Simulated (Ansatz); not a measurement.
Something may be wrong with this Ansatz 0.2.0 calculation of P.

File input.yaml:

```yaml
crystal:
  lattice:
    - [1.725725178, 0.9963478961, 3.1296800121]
    - [-1.725725178, 0.9963478961, 3.1296800121]
    - [0.0, -1.9926957921, 3.1296800121]
  atoms:
    - { symbol: P, position: [0.765411, 0.777624, 0.769552] }
    - { symbol: P, position: [0.229903, 0.229599, 0.226494] }
hamiltonian:
  xc: lda
  pseudopotentials: { kind: paw }
kpoints:
  mp_grid: { grid: [7, 7, 7] }
scf:
  occupations: { method: fermi_dirac, width: 0.1 }
  max_iter: 80
output:
  forces: true
  stress: true
relax:
  f_tol: 0.01
  max_steps: 40
accuracy: [1, 2]
```

Potentials or basis: Ansatz PAW.

Run with:

```bash
$ ansatz run input.yaml --threads 1 --pin off --max-ram 2560MiB --backend cpu --events-out ev --progress --plain --runs-dir out
```

Output:

```text
Error: YAML parse error: error: line 23 column 11: expected string scalar
  --> <input>:23:11
   |
21 |   f_tol: 0.01
22 |   max_steps: 40
23 | accuracy: [1, 2]
   |           ^ expected string scalar
```

How did it end, and where is the flaw?

The program refused the input. The input holds a flaw that was put in on purpose: a value of the wrong type (accuracy = [1, 2]).
